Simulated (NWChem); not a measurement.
# HF/3-21G run of CHF3 (trifluoromethane), part 2 of 2

NWChem 7.3.0. Earlier steps stand in the parts before.

## (3) The distorted shape: the energy at HF/3-21G

Contents of struct.nw:

```
start struct
memory total 2200 mb
charge 0

geometry units angstroms noautosym nocenter noautoz
 F     -1.094483    -1.560688     0.930334
 C     -0.406333    -1.174628    -0.142036
 F      0.621517    -2.004758    -0.306326
 F     -1.198403    -1.266078    -1.208276
 H      0.374370     1.082210     0.130870
end

basis spherical bse
 * library 3-21G
end

scf
 thresh 1e-08
 maxiter 80
end

task scf energy
```

Command:

```sh
$ nwchem struct.nw > struct.out
```

Output:

```text
Northwest Computational Chemistry Package (NWChem) 7.3.0
             --------------------------------------------------------

           Job information
           ---------------

    nwchem branch   = 7.3.0
    use scalapack   = T
    input           = struct.nw
    prefix          = struct.
    data base       = ./struct.db
    status          = startup
    nproc           =        1

           Memory information
           ------------------

    heap     =     72089600 doubles =      550.0 Mbytes
    stack    =     72089597 doubles =      550.0 Mbytes
    global   =    144179200 doubles =     1100.0 Mbytes (distinct from heap & stack)
    total    =    288358397 doubles =     2200.0 Mbytes
    verify   = yes
    hardfail = no

           Directory information
           ---------------------

  0 permanent = .
  0 scratch   = .

                                NWChem Input Module
                                -------------------

 Scaling coordinates for geometry "geometry" by  1.889725989
 (inverse scale =  0.529177249)

                             Geometry "geometry" -> ""
                             -------------------------

 Output coordinates in angstroms (scale by  1.889725989 to convert to a.u.)

  No.       Tag          Charge          X              Y              Z
 ---- ---------------- ---------- -------------- -------------- --------------
    1 F                    9.0000    -1.09448300    -1.56068800     0.93033400
    2 C                    6.0000    -0.40633300    -1.17462800    -0.14203600
    3 F                    9.0000     0.62151700    -2.00475800    -0.30632600
    4 F                    9.0000    -1.19840300    -1.26607800    -1.20827600
    5 H                    1.0000     0.37437000     1.08221000     0.13087000

      Atomic Mass
      -----------

      F                 18.998400
      C                 12.000000
      H                  1.007825

 Effective nuclear repulsion energy (a.u.)     129.7749910848

            Nuclear Dipole moment (a.u.)
            ----------------------------
        X                 Y               Z
 ---------------- ---------------- ----------------
   -32.3255563846   -93.4455781942   -11.3001040980

            XYZ format geometry
            -------------------
     5
 geometry
 F                    -1.09448300    -1.56068800     0.93033400
 C                    -0.40633300    -1.17462800    -0.14203600
 F                     0.62151700    -2.00475800    -0.30632600
 F                    -1.19840300    -1.26607800    -1.20827600
 H                     0.37437000     1.08221000     0.13087000

 ==============================================================================
                                internuclear distances
 ------------------------------------------------------------------------------
       center one      |      center two      | atomic units |  angstroms
 ------------------------------------------------------------------------------
    2 C                |   1 F                |     2.51594  |     1.33138
    3 F                |   2 C                |     2.51595  |     1.33138
    4 F                |   2 C                |     2.51597  |     1.33139
 ------------------------------------------------------------------------------
                         number of included internuclear distances:          3
 ==============================================================================

 ==============================================================================
                                 internuclear angles
 ------------------------------------------------------------------------------
        center 1       |       center 2       |       center 3       |  degrees
 ------------------------------------------------------------------------------
    1 F                |   2 C                |   3 F                |   108.52
    1 F                |   2 C                |   4 F                |   108.52
    3 F                |   2 C                |   4 F                |   108.52
 ------------------------------------------------------------------------------
                            number of included internuclear angles:          3
 ==============================================================================

 Summary of "ao basis" -> "" (spherical)
 ------------------------------------------------------------------------------
       Tag                 Description            Shells   Functions and Types
 ---------------- ------------------------------  ------  ---------------------
 *                           3-21G                    on all atoms

                      Basis "ao basis" -> "ao basis" (spherical)
                      -----
  [basis functions not shown]

 Summary of "ao basis" -> "ao basis" (spherical)
 ------------------------------------------------------------------------------
       Tag                 Description            Shells   Functions and Types
 ---------------- ------------------------------  ------  ---------------------
 F                           3-21G                   5        9   3s2p
 C                           3-21G                   5        9   3s2p
 H                           3-21G                   2        2   2s

                                 NWChem SCF Module
                                 -----------------

  ao basis        = "ao basis"
  functions       =    38
  atoms           =     5
  closed shells   =    17
  open shells     =     0
  charge          =   0.00
  wavefunction    = RHF
  input vectors   = atomic
  output vectors  = ./struct.movecs
  use symmetry    = F
  symmetry adapt  = F

[... 27 lines left out ...]
         Quadratically convergent ROHF
[... 1 line left out ...]
 Convergence threshold     :          1.000E-08
[... 1 line left out ...]
 Final Fock-matrix accuracy:          1.000E-10
[... 10 lines left out ...]
       Final RHF  results
[... 2 lines left out ...]
         Total SCF energy =   -334.725633618856
      One-electron energy =   -723.895287998030
      Two-electron energy =    259.394663294327
 Nuclear repulsion energy =    129.774991084847
[... 3 lines left out ...]
             Final eigenvalues
[... 31 lines left out ...]
                       ROHF Final Molecular Orbital Analysis
[... 67 lines left out ...]
 Vector   17  Occ=2.000000D+00  E=-3.836635D-01
              MO Center=  3.2D-03,  9.3D-03,  1.1D-03, r^2= 2.3D+00
   Bfn.  Coefficient  Atom+Function         Bfn.  Coefficient  Atom+Function
  ----- ------------  ---------------      ----- ------------  ---------------
    38      0.512137  5 H  s                 15      0.409105  2 C  s
    13      0.251288  2 C  py                17      0.218246  2 C  py
    26     -0.196320  3 F  py                37      0.190132  5 H  s
     8     -0.176967  1 F  py                35     -0.164126  4 F  py

 Vector   18  Occ=0.000000D+00  E=-3.000076D-02
              MO Center=  3.8D-02,  1.1D-01,  1.3D-02, r^2= 2.2D+00
   Bfn.  Coefficient  Atom+Function         Bfn.  Coefficient  Atom+Function
  ----- ------------  ---------------      ----- ------------  ---------------
    38      0.624736  5 H  s                 15     -0.499269  2 C  s
    13     -0.331721  2 C  py                17     -0.288531  2 C  py
    37      0.212679  5 H  s                 26      0.172222  3 F  py
     8      0.152526  1 F  py

 Vector   19  Occ=0.000000D+00  E= 3.800654D-01
              MO Center= -4.1D-01, -1.1D+00, -1.2D-01, r^2= 1.6D+00
   Bfn.  Coefficient  Atom+Function         Bfn.  Coefficient  Atom+Function
  ----- ------------  ---------------      ----- ------------  ---------------
    16      1.006037  2 C  px                24     -0.629655  3 F  s
    33      0.529011  4 F  s                 12      0.443065  2 C  px
    17     -0.385783  2 C  py                36      0.354876  4 F  pz
[... 4 lines of this table left out ...]
              MO Center= -3.7D-01, -1.1D+00, -1.6D-01, r^2= 1.6D+00
   Bfn.  Coefficient  Atom+Function         Bfn.  Coefficient  Atom+Function
  ----- ------------  ---------------      ----- ------------  ---------------
    18      1.069920  2 C  pz                 6     -0.668929  1 F  s
    14      0.471196  2 C  pz                33      0.421708  4 F  s
    16     -0.337123  2 C  px                34      0.331643  4 F  px
[... 4 lines of this table left out ...]
              MO Center= -5.8D-01, -1.7D+00, -2.0D-01, r^2= 1.2D+00
   Bfn.  Coefficient  Atom+Function         Bfn.  Coefficient  Atom+Function
  ----- ------------  ---------------      ----- ------------  ---------------
    15      1.250071  2 C  s                 17     -0.636950  2 C  py
     6     -0.525543  1 F  s                 24     -0.525502  3 F  s
    33     -0.525412  4 F  s                 25      0.405227  3 F  px
[... 4 lines of this table left out ...]
              MO Center= -3.6D-01, -1.1D+00, -7.6D-02, r^2= 1.5D+00
   Bfn.  Coefficient  Atom+Function         Bfn.  Coefficient  Atom+Function
  ----- ------------  ---------------      ----- ------------  ---------------
    18      0.942095  2 C  pz                16      0.869088  2 C  px
    14     -0.731544  2 C  pz                12     -0.674853  2 C  px
    33      0.466225  4 F  s                 17     -0.414552  2 C  py
    13      0.321908  2 C  py                24     -0.304989  3 F  s
     6     -0.161206  1 F  s

 Vector   23  Occ=0.000000D+00  E= 8.667777D-01
              MO Center= -3.8D-01, -1.1D+00, -1.8D-01, r^2= 1.5D+00
   Bfn.  Coefficient  Atom+Function         Bfn.  Coefficient  Atom+Function
  ----- ------------  ---------------      ----- ------------  ---------------
    18     -0.950660  2 C  pz                16      0.931626  2 C  px
    14      0.738208  2 C  pz                12     -0.723429  2 C  px
     6      0.445244  1 F  s                 24     -0.362240  3 F  s
    17     -0.207324  2 C  py                13      0.160988  2 C  py

 Vector   24  Occ=0.000000D+00  E= 9.116682D-01
              MO Center= -3.8D-01, -1.1D+00, -1.3D-01, r^2= 1.8D+00
   Bfn.  Coefficient  Atom+Function         Bfn.  Coefficient  Atom+Function
  ----- ------------  ---------------      ----- ------------  ---------------
    17      1.216953  2 C  py                13     -0.931035  2 C  py
    16      0.420972  2 C  px                15     -0.366650  2 C  s
    12     -0.322067  2 C  px                 6      0.257014  1 F  s
    24      0.257012  3 F  s                 33      0.256987  4 F  s
    37     -0.237292  5 H  s

 Vector   25  Occ=0.000000D+00  E= 1.111970D+00
              MO Center=  2.2D-02,  6.3D-02,  7.7D-03, r^2= 3.0D+00
   Bfn.  Coefficient  Atom+Function         Bfn.  Coefficient  Atom+Function
  ----- ------------  ---------------      ----- ------------  ---------------
    15      1.120535  2 C  s                 37     -1.010360  5 H  s
    11     -0.901733  2 C  s                 38      0.831867  5 H  s
    17     -0.458754  2 C  py                 6     -0.294832  1 F  s
    24     -0.294833  3 F  s                 33     -0.294826  4 F  s
    16     -0.158698  2 C  px

 Vector   26  Occ=0.000000D+00  E= 1.307203D+00
              MO Center= -6.7D-02, -1.9D-01, -2.4D-02, r^2= 2.7D+00
   Bfn.  Coefficient  Atom+Function         Bfn.  Coefficient  Atom+Function
  ----- ------------  ---------------      ----- ------------  ---------------
    15      1.747967  2 C  s                 11     -1.298582  2 C  s
    38     -0.824292  5 H  s                 37      0.785370  5 H  s
     6     -0.327653  1 F  s                 24     -0.327653  3 F  s
    33     -0.327659  4 F  s                 13     -0.205594  2 C  py

 Vector   27  Occ=0.000000D+00  E= 2.089076D+00
              MO Center= -5.6D-01, -1.6D+00, -2.3D-01, r^2= 2.2D+00
   Bfn.  Coefficient  Atom+Function         Bfn.  Coefficient  Atom+Function
  ----- ------------  ---------------      ----- ------------  ---------------
    31      0.546292  4 F  py                35     -0.500562  4 F  py
    27     -0.447194  3 F  pz                23      0.443115  3 F  pz
     7     -0.433522  1 F  px                 3      0.423175  1 F  px
     4     -0.384090  1 F  py                 8      0.363031  1 F  py
    22     -0.301722  3 F  py                26      0.267196  3 F  py

 center of mass
 --------------
 x =  -0.97862070 y =  -2.82896178 z =  -0.34209838

 moments of inertia (a.u.)
 ------------------
         206.648740579217          37.597432615772           4.545781641855
          37.597432615772         302.320804317297          13.145521779644
           4.545781641855          13.145521779644         195.231521412046

  Mulliken analysis of the total density
  --------------------------------------

    Atom       Charge   Shell Charges
 -----------   ------   -------------------------------------------------------
    1 F    9     9.37   1.99  0.45  2.45  1.56  2.92
    2 C    6     4.90   1.98  0.44  1.28  0.55  0.65
    3 F    9     9.37   1.99  0.45  2.45  1.56  2.92
    4 F    9     9.37   1.99  0.45  2.45  1.56  2.92
    5 H    1     0.99   0.21  0.78

       Multipole analysis of the density wrt the origin
       ------------------------------------------------

     L   x y z        total         open         nuclear
     -   - - -        -----         ----         -------
     0   0 0 0     -0.000000      0.000000     34.000000

     1   1 0 0      0.121473      0.000000    -32.325556
[... 8 lines of this table left out ...]
     2   0 0 2    -17.010075      0.000000     78.248315

 Task  times  cpu:        0.3s     wall:        0.3s
 Total times  cpu:        0.3s     wall:        0.3s
```

Wall time 0.8 s (1 thread of Intel Xeon 6975P-C (Granite Rapids), shared host); peak memory 0.1 GiB.

## (4) Summary of results

What follows sums up all 2 parts.

At HF/3-21G:

| quantity | value |
| --- | --- |
| first shape: total energy | -334.95068 Eh |
| first shape: largest force on an atom | 1.777 eV/Å |
| distorted shape: total energy | -334.72563 Eh |
| distorted shape: dipole moment | 0.95 D |
| distorted shape: HOMO energy | -10.44 eV |
| distorted shape: LUMO energy | -0.82 eV |
| distorted shape: HOMO–LUMO gap | 9.62 eV |
| energy change with the C2–H5 bond stretched from 1.093 to 2.404 Å | 6.124 eV |

One bond (distorted shape) is far stretched, which a spin-restricted single reference describes badly; a broken-symmetry solution may lie lower. With the C2–H5 bond stretched from 1.093 to 2.404 Å the energy rises by 6.12 eV (591 kJ/mol). The first shape isn't relaxed at this level, so the change isn't measured from a minimum. A restricted reference can't describe the breaking bond well at this length. The largest force (first shape) is 1.78 eV/Å: the shape isn't a stationary point for this species at this level.
